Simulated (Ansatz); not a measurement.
# CsI: the cost of one run

Computed with Ansatz 0.2.0 (reference: DFT, HSE06, plane waves, PAW, unless a step's input says otherwise).

1 further run of the same task is left out (it didn't finish).

### Step 1. The starting structure

Symmetry: Pm-3m, No. 221, cubic system. Conventional cell: a = 4.608 Å, b = 4.608 Å, c = 4.608 Å, α = 90.00°, β = 90.00°, γ = 90.00°. Around Cs (site symmetry m-3m) lie 8 I at 3.99 Å. I (site symmetry m-3m) has 8 Cs at 3.99 Å as nearest neighbours.

Coordinates:

```
CELL_PARAMETERS angstrom
4.60808 0.00000 0.00000
0.00000 4.60808 0.00000
0.00000 0.00000 4.60808
ATOMIC_POSITIONS crystal
Cs 0.00000 0.00000 0.00000
I 0.50000 0.50000 0.50000
```

### Step 2. Baseline

Input file input.yaml:

```yaml
crystal:
  lattice:
    - [4.6080833777, 0.0, 0.0]
    - [0.0, 4.6080833777, 0.0]
    - [0.0, 0.0, 4.6080833777]
  atoms:
    - { symbol: Cs, position: [0.0, 0.0, 0.0] }
    - { symbol: I, position: [0.5, 0.5, 0.5] }
kpoints:
  mp_grid: { grid: [4, 4, 4] }
hamiltonian:
  xc: hse06
scf:
  occupations: { method: fixed }
  n_extra_bands: 4
output:
  forces: true
  stress: true
  eigenvalues: true
  write_density: true
  write_potential: true
  elf: true
  volumetric_format: npy
```

Launch:

```
$ ansatz run input.yaml --threads 4 --pin off --max-ram 3686MiB --backend cpu --events-out ev --progress --plain --runs-dir out
```

What time and memory should one allow on 4 threads of Arm Neoverse V2, shared host?

About 9.9 s, with a peak of 1.4 GiB.
